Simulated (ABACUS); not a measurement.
# FeO (Wuestite) under changes of volume

One of the cells (10.013 Å³/atom); the others are scaled copies at fixed shape and fractional positions:

```
Fe O
1.0
     0.00000    2.15540    2.15540
     2.15540    0.00000    2.15540
     2.15540    2.15540    0.00000
Fe O
1 1
Direct
  0.00000 0.00000 0.00000
  0.50000 0.50000 0.50000
```

```yaml
Program: ABACUS 3.10.1
Functional: PBEsol
Potentials_or_basis: PseudoDojo NC SR 0.4.1 PBEsol standard
Cutoff: 1225 eV
Density_cutoff: 4898 eV
Basis: plane waves
k_mesh: 11 × 11 × 11
Occupations: fermi-dirac, width 0.05 eV
Spin: collinear spin, ferromagnetic start
Starting_moments: "[3.0, 0.0] μB"
```

| volume (Å³/atom) | energy over the lowest point (meV/atom) | pressure (GPa) |
| --- | --- | --- |
| 9.413 | 0.63 | 2.7 |
| 9.613 | 0.00 | -1.7 |
| 9.813 | 4.65 | -5.7 |
| 10.013 | ? | ? |
| 10.214 | 27.49 | -12.4 |
| 10.414 | 44.74 | -15.2 |
| 10.614 | 65.32 | -17.7 |

Problem. What does the run at 10.013 Å³/atom give?

Solution. Energy over the lowest point 13.98 meV/atom; pressure -9.2 GPa.

Worked out: A Birch-Murnaghan fit of order 3 (a polynomial in V^(-2/3)) to the other rows has its minimum at 9.53 Å³/atom with B0 = V·E''(V) = 209 GPa and B' = 4.4. It gives 13.94 meV/atom at 10.013 Å³/atom, against the run's 13.98, and -dE/dV = -9.2 GPa, against -9.2.

Energies are extrapolated to zero smearing.

Caveats: a cell with one magnetic atom can't hold antiferromagnetic order, which such compounds often take.
